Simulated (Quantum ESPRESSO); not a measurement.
# Ta (P-1) in Quantum ESPRESSO: convergence with wavefunction cutoff

Aim: find how far wavefunction cutoff must go before the results for Ta settle, at PBE. This setting moves, with any that are tied to it; all else stays.

Program: Quantum ESPRESSO 7.5. These are calculated values, not measurements. Logs are shortened: lines on timing, memory, paths and dates and some standing lists are left out, and cuts for length are marked.

## Step 1: The cell of the first run

The typed cell holds 2 atoms: a = 2.900 Å, b = 2.900 Å, c = 5.166 Å, α = 90.00°, β = 90.00°, γ = 120.00°.

This isn't the form of Ta at room conditions, which is bcc.

The cell isn't the ideal one: atoms moved at random, drawn with an rms of 0.02 Å.

## Step 2: With wavefunction cutoff 23 Ry

File pw.in:

```
&CONTROL
  calculation = 'scf'
  prefix = 'pwscf'
  outdir = './tmp'
  pseudo_dir = './pseudo'
  tprnfor = .true.
  tstress = .true.
  disk_io = 'nowf'
/
&SYSTEM
  ibrav = 0
  nat = 2
  ntyp = 1
  ecutwfc = 23
  nbnd = 20
  occupations = 'smearing'
  smearing = 'mv'
  degauss = 0.00734986
/
&ELECTRONS
  conv_thr = 4d-10
  electron_maxstep = 120
  mixing_beta = 0.5
/
ATOMIC_SPECIES
Ta   180.9479 Ta.upf
CELL_PARAMETERS angstrom
   2.9003720726    0.0000000000    0.0000000000
  -1.4501860363    2.5117958953    0.0000000000
   0.0000000000    0.0000000000    5.1662740000
ATOMIC_POSITIONS crystal
Ta     0.3353700000    0.6719220000    0.2503680000
Ta     0.6652440000    0.3297830000    0.7505060000
K_POINTS automatic
9 9 4 0 0 0
```

Potentials or basis: PseudoDojo 0.4.1 SR PBE standard.

On the command line:

```console
$ OMP_NUM_THREADS=1 pw.x -in pw.in > pw.out
```

pw.out:

```text
This program is part of the open-source Quantum ESPRESSO suite
     for quantum simulation of materials; please cite
[... 6 lines left out ...]
     --------------------
     sticks:   dense  smooth     PW     G-vecs:    dense   smooth      PW
     Sum         199     199     61                 3791     3791     737

     Using Slab Decomposition

     bravais-lattice index     =            0
     lattice parameter (alat)  =       5.4809  a.u.
     unit-cell volume          =     253.9874 (a.u.)^3
     number of atoms/cell      =            2
     number of atomic types    =            1
     number of electrons       =        26.00
     number of Kohn-Sham states=           20
     kinetic-energy cutoff     =      23.0000  Ry
     charge density cutoff     =      92.0000  Ry
     scf convergence threshold =      4.0E-10
     mixing beta               =       0.5000
     number of iterations used =            8  plain     mixing
     Exchange-correlation= PBE
                           (   1   4   3   4   0   0   0)

     celldm(1)=   5.480909  celldm(2)=   0.000000  celldm(3)=   0.000000
     celldm(4)=   0.000000  celldm(5)=   0.000000  celldm(6)=   0.000000

     crystal axes: (cart. coord. in units of alat)
               a(1) = (   1.000000   0.000000   0.000000 )
               a(2) = (  -0.500000   0.866025   0.000000 )
               a(3) = (   0.000000   0.000000   1.781245 )

     reciprocal axes: (cart. coord. in units 2 pi/alat)
               b(1) = (  1.000000  0.577350 -0.000000 )
               b(2) = (  0.000000  1.154701  0.000000 )
               b(3) = (  0.000000 -0.000000  0.561405 )

     PseudoPot. # 1 for Ta read from file:
     Ta.upf
     Pseudo is Norm-conserving + core correction, Zval = 13.0
     Generated using ONCVPSP code by D. R. Hamann
     Using radial grid of 1450 points,  8 beta functions with:
                l(1) =   0
                l(2) =   0
                l(3) =   1
                l(4) =   1
                l(5) =   2
                l(6) =   2
                l(7) =   3
                l(8) =   3

     atomic species   valence    mass     pseudopotential
     Ta               13.00   180.94790     Ta( 1.00)

     No symmetry found

   Cartesian axes

     site n.     atom                  positions (alat units)
         1        Ta     tau(   1) = (  -0.0005910   0.5819015   0.4459668  )
         2        Ta     tau(   2) = (   0.5003525   0.2856005   1.3368353  )

     number of k points=   163  Marzari-Vanderbilt smearing, width (Ry)=  0.0073

     Number of k-points >= 100: set verbosity='high' to print them.

     Dense  grid:     3791 G-vectors     FFT dimensions: (  18,  18,  30)

     Initial potential from superposition of free atoms

     starting charge      25.9982, renormalised to      26.0000
     Starting wfcs are   20 randomized atomic wfcs

     Self-consistent Calculation

     iteration #  1     ecut=    23.00 Ry     beta= 0.50
     Davidson diagonalization with overlap
     ethr =  1.00E-02,  avg # of iterations =  2.8

     Threshold (ethr) on eigenvalues was too large:
     Diagonalizing with lowered threshold

     Davidson diagonalization with overlap
     ethr =  2.55E-04,  avg # of iterations =  2.4

     total energy              =    -259.90620129 Ry
     estimated scf accuracy    <       0.07395150 Ry

     iteration #  2     ecut=    23.00 Ry     beta= 0.50
     Davidson diagonalization with overlap
     ethr =  2.84E-04,  avg # of iterations =  2.0

     total energy              =    -259.91193571 Ry
     estimated scf accuracy    <       0.00593855 Ry

     iteration #  3     ecut=    23.00 Ry     beta= 0.50
     Davidson diagonalization with overlap
     ethr =  2.28E-05,  avg # of iterations =  2.4

     total energy              =    -259.91287116 Ry
     estimated scf accuracy    <       0.00031411 Ry
[... 33 lines left out ...]
     total energy              =    -259.91290204 Ry
     estimated scf accuracy    <       0.00000013 Ry

     iteration #  9     ecut=    23.00 Ry     beta= 0.50
     Davidson diagonalization with overlap
     ethr =  4.98E-10,  avg # of iterations =  2.0

     total energy              =    -259.91290206 Ry
     estimated scf accuracy    <          3.2E-09 Ry

     iteration # 10     ecut=    23.00 Ry     beta= 0.50
     Davidson diagonalization with overlap
     ethr =  1.23E-11,  avg # of iterations =  2.0

     End of self-consistent calculation

     Number of k-points >= 100: set verbosity='high' to print the bands.

     the Fermi energy is    17.9939 ev

!    total energy              =    -259.91290206 Ry
     estimated scf accuracy    <          2.1E-11 Ry
     smearing contrib. (-TS)   =      -0.00011280 Ry
     internal energy E=F+TS    =    -259.91278926 Ry

     The total energy is F=E-TS. E is the sum of the following terms:
     one-electron contribution =     -37.15495778 Ry
     hartree contribution      =      30.26228727 Ry
     xc contribution           =     -59.02729295 Ry
     ewald contribution        =    -193.99282580 Ry

     convergence has been achieved in  10 iterations

     Forces acting on atoms (cartesian axes, Ry/au):

     atom    1 type  1   force =     0.00003486   -0.00043585    0.00034249
     atom    2 type  1   force =    -0.00003486    0.00043585   -0.00034249

     Total force =     0.000785     Total SCF correction =     0.000007

     Computing stress (Cartesian axis) and pressure

          total   stress  (Ry/bohr**3)                   (kbar)     P=     -606.46
  -0.00416098   0.00000463  -0.00000001         -612.10        0.68       -0.00
   0.00000463  -0.00409201   0.00000006            0.68     -601.96        0.01
  -0.00000001   0.00000006  -0.00411480           -0.00        0.01     -605.31

=------------------------------------------------------------------------------=
   JOB DONE.
=------------------------------------------------------------------------------=
```

Run time: 14 s. Hardware: 1 thread of Intel Xeon 6975P-C (Granite Rapids), shared host; peak memory 0.05 GiB.

Results:

- Free energy: -3536.2952 eV
- Pressure: -60.6 GPa
- Largest force: 0.014 eV/Å
- Band gap on the k mesh: none (metal or under the smearing width)

## Step 3: With wavefunction cutoff 29 Ry

Edit pw.in of step 2 so:

```diff
@@ -13,3 +13,3 @@
   ntyp = 1
-  ecutwfc = 23
+  ecutwfc = 29
   nbnd = 20
```

Potentials or basis: PseudoDojo 0.4.1 SR PBE standard.

On the command line:

```console
$ OMP_NUM_THREADS=1 pw.x -in pw.in > pw.out
```

Wall time 16 s (1 thread of Intel Xeon 6975P-C (Granite Rapids), shared host); peak memory 0.07 GiB.

Results:

```
Free energy            : -3540.1414 eV
Pressure               : -35.1 GPa
Largest force          : 0.012 eV/Å
Band gap on the k mesh : none (metal or under the smearing width)
```

## Step 4: With wavefunction cutoff 35 Ry

Edit pw.in of step 3 so:

```diff
@@ -13,3 +13,3 @@
   ntyp = 1
-  ecutwfc = 29
+  ecutwfc = 35
   nbnd = 20
```

On the command line:

```console
$ OMP_NUM_THREADS=1 pw.x -in pw.in > pw.out
```

Run time: 24 s. Hardware: 1 thread of Intel Xeon 6975P-C (Granite Rapids), shared host; peak memory 0.08 GiB.

What came out:

- Free energy: -3541.7976 eV
- Pressure: -17.0 GPa
- Largest force: 0.012 eV/Å
- Band gap on the k mesh: none (metal or under the smearing width)

## Step 5: With wavefunction cutoff 41 Ry

Edit pw.in of step 4 so:

```diff
@@ -13,3 +13,3 @@
   ntyp = 1
-  ecutwfc = 35
+  ecutwfc = 41
   nbnd = 20
```

On the command line:

```console
$ OMP_NUM_THREADS=1 pw.x -in pw.in > pw.out
```

Wall time 29 s (1 thread of Intel Xeon 6975P-C (Granite Rapids), shared host); peak memory 0.1 GiB.

Results:

```yaml
Free_energy: -3542.3818 eV
Pressure: -6.5 GPa
Largest_force: 0.013 eV/Å
Band_gap_on_the_k_mesh: none (metal or under the smearing width)
```

## Step 6: With wavefunction cutoff 46 Ry

Edit pw.in of step 5 so:

```diff
@@ -13,3 +13,3 @@
   ntyp = 1
-  ecutwfc = 41
+  ecutwfc = 46
   nbnd = 20
```

Potentials or basis: PseudoDojo 0.4.1 SR PBE standard.

On the command line:

```console
$ OMP_NUM_THREADS=1 pw.x -in pw.in > pw.out
```

Wall time 33 s (1 thread of Intel Xeon 6975P-C (Granite Rapids), shared host); peak memory 0.11 GiB.

It converged, with:

| Item | Value |
| --- | --- |
| Free energy | -3542.5234 eV |
| Pressure | -2.6 GPa |
| Largest force | 0.013 eV/Å |
| Band gap on the k mesh | none (metal or under the smearing width) |

## Step 7: With wavefunction cutoff 52 Ry

Edit pw.in of step 6 so:

```diff
@@ -13,3 +13,3 @@
   ntyp = 1
-  ecutwfc = 46
+  ecutwfc = 52
   nbnd = 20
```

On the command line:

```console
$ OMP_NUM_THREADS=1 pw.x -in pw.in > pw.out
```

Run time: 40 s. Hardware: 1 thread of Intel Xeon 6975P-C (Granite Rapids), shared host; peak memory 0.12 GiB.

It converged, with:

| Item | Value |
| --- | --- |
| Free energy | -3542.5608 eV |
| Pressure | -1.1 GPa |
| Largest force | 0.013 eV/Å |
| Band gap on the k mesh | none (metal or under the smearing width) |

## Step 8: With wavefunction cutoff 58 Ry

Edit pw.in of step 7 so:

```diff
@@ -13,3 +13,3 @@
   ntyp = 1
-  ecutwfc = 52
+  ecutwfc = 58
   nbnd = 20
```

On the command line:

```console
$ OMP_NUM_THREADS=1 pw.x -in pw.in > pw.out
```

Wall time 54 s (1 thread of Intel Xeon 6975P-C (Granite Rapids), shared host); peak memory 0.15 GiB.

It converged, with:

- Free energy: -3542.5646 eV
- Pressure: -0.8 GPa
- Largest force: 0.013 eV/Å
- Band gap on the k mesh: none (metal or under the smearing width)

## Step 9: With wavefunction cutoff 70 Ry

Edit pw.in of step 8 so:

```diff
@@ -13,3 +13,3 @@
   ntyp = 1
-  ecutwfc = 58
+  ecutwfc = 70
   nbnd = 20
```

Potentials or basis: PseudoDojo 0.4.1 SR PBE standard.

On the command line:

```console
$ OMP_NUM_THREADS=1 pw.x -in pw.in > pw.out
```

It took 65 s on 1 thread of Intel Xeon 6975P-C (Granite Rapids), shared host; peak memory 0.18 GiB.

Results (log left out):

```yaml
Free_energy: -3542.5654 eV
Pressure: -0.8 GPa
Largest_force: 0.013 eV/Å
Band_gap_on_the_k_mesh: none (metal or under the smearing width)
```

## Step 10: With wavefunction cutoff 87 Ry

Edit pw.in of step 9 so:

```diff
@@ -13,3 +13,3 @@
   ntyp = 1
-  ecutwfc = 70
+  ecutwfc = 87
   nbnd = 20
```

On the command line:

```console
$ OMP_NUM_THREADS=1 pw.x -in pw.in > pw.out
```

It took 93 s on 1 thread of Intel Xeon 6975P-C (Granite Rapids), shared host; peak memory 0.24 GiB.

The run converged. Its results:

| Quantity | Value |
| --- | --- |
| Free energy | -3542.5660 eV |
| Pressure | -0.8 GPa |
| Largest force | 0.013 eV/Å |
| Band gap on the k mesh | none (metal or under the smearing width) |

## Step 11: Result

```
wavefunction cutoff  energy less the tightest run, at zero smearing (meV/atom)  pressure (GPa)  largest force (eV/Å)  SCF cycles  CPU time (s)  peak memory (GiB)
              23 Ry                                                    3135.39          -60.65                 0.014          10            14               0.05
              29 Ry                                                    1212.26          -35.14                 0.012          10            16               0.07
              35 Ry                                                     384.19          -17.02                 0.012           9            24               0.08
              41 Ry                                                      92.06           -6.53                 0.013           9            29                0.1
              46 Ry                                                      21.29           -2.62                 0.013           9            33               0.11
              52 Ry                                                       2.60           -1.09                 0.013           9            40               0.12
              58 Ry                                                       0.70           -0.83                 0.013          10            54               0.15
              70 Ry                                                       0.27           -0.83                 0.013          10            65               0.18
              87 Ry                                                       0.00           -0.82                 0.013          10            93               0.24
```

Against the tightest run, the energy stays within 1 meV/atom from 58 Ry on; the pressure stays within 0.1 GPa from 58 Ry on; the largest force stays within 0.005 eV/Å from 23 Ry on. The tightest run that finished is the yardstick and may itself not be fully converged.
